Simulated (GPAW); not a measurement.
GaN: band structure with revPBE

**What was measured.**

From “Studying electronic properties in GaN without electrical contacts using γ-γ vs e−-γ Perturbed Angular Correlations”, 2019, pmc:6823545, for a bulk crystal of GaN: band gap 3.503 ± 0.005 eV (direct).

Crystal: GaN.

```
Ga N
1.0
     3.18000    0.00000    0.00000
    -1.59000    2.75396    0.00000
     0.00000    0.00000    5.16600
Ga N
2 2
Direct
  0.66667 0.33333 0.50000
  0.33333 0.66667 0.00000
  0.66667 0.33333 0.87500
  0.33333 0.66667 0.37500
```

| Quantity | Value |
| --- | --- |
| Program | GPAW 26.7.0 |
| Task | band structure |
| Functional | revPBE |
| Potentials or basis | the program's PAW data sets (release 1.2.1) made for this functional |
| Cutoff | 800 eV |
| Basis | pw |
| k mesh | 7 × 7 × 4 |
| Occupations | fermi-dirac, width 0.05 eV |
| Spin | spin-orbit coupling, no magnetisation |
| Maxiter | 150 |
| Band path | GMKGALHA,LM,KH |
| Band points | 100 |
| spin axis theta (degrees) | 0 |
| spin axis phi (degrees) | 0 |
| Soc after scf | second variation |

```
Pressure                : 18.4 GPa
Largest force           : 0.185 eV/Å
Band gap on the k mesh  : 2.10 eV, direct
Band gap along the path : 2.10 eV, direct
```

Forces on the atoms (eV/Å):
```
Ga   0.000  0.000 -0.185
Ga   0.000  0.000 -0.185
N    0.000  0.000  0.185
N    0.000  0.000  0.184
```

Stress tensor (GPa, compression positive):
```
17.71  0.00  0.00
 0.00 17.71  0.00
 0.00  0.00 19.89
```

Levels at the corners of the path, in eV from the valence-band top:
| point | band 13 | band 14 | band 15 | band 16 | band 17 | band 18 | band 19 | band 20 |
| --- | --- | --- | --- | --- | --- | --- | --- | --- |
| Γ | -0.01 | -0.01 | 0.00 | 0.00 | 2.10 | 2.10 | 4.45 | 4.45 |
| M | -2.28 | -2.28 | -0.98 | -0.98 | 5.21 | 5.21 | 5.74 | 5.74 |
| K | -3.04 | -3.02 | -2.74 | -2.74 | 5.24 | 5.24 | 8.04 | 8.04 |
| Γ | -0.01 | -0.01 | 0.00 | 0.00 | 2.10 | 2.10 | 4.45 | 4.45 |
| A | -0.54 | -0.54 | -0.54 | -0.54 | 4.43 | 4.43 | 4.43 | 4.43 |
| L | -1.91 | -1.91 | -1.91 | -1.91 | 4.55 | 4.55 | 4.55 | 4.55 |
| H | -1.48 | -1.48 | -1.47 | -1.47 | 6.61 | 6.61 | 6.64 | 6.64 |
| A | -0.54 | -0.54 | -0.54 | -0.54 | 4.43 | 4.43 | 4.43 | 4.43 |
| L | -1.91 | -1.91 | -1.91 | -1.91 | 4.55 | 4.55 | 4.55 | 4.55 |
| M | -2.28 | -2.28 | -0.98 | -0.98 | 5.21 | 5.21 | 5.74 | 5.74 |
| K | -3.04 | -3.02 | -2.74 | -2.74 | 5.24 | 5.24 | 8.04 | 8.04 |
| H | -1.48 | -1.48 | -1.47 | -1.47 | 6.61 | 6.61 | 6.64 | 6.64 |

Run time: 77 s on 1 thread of Arm Neoverse V1 (shared host), peak memory 0.39 GiB.

A measured gap of GaN is 3.503 eV (direct; quoted in “Studying electronic properties in GaN without electrical contacts using γ-γ vs e−-γ Perturbed Angular Correlations”, 2019, pmc:6823545); the calculated 2.10 eV misses it by -1.41 eV. The value is that of revPBE, without temperature or zero-point motion. Semilocal functionals fall short of measured gaps as a rule.

Caveat: spin-orbit coupling was added after a scalar SCF, so levels and gaps hold it while energy, forces, pressure and moments don't; this program's spin-orbit splittings come out too wide for heavy elements; so large a pressure means that the cell lies far from this level's equilibrium, or that cutoff or potentials fall short.
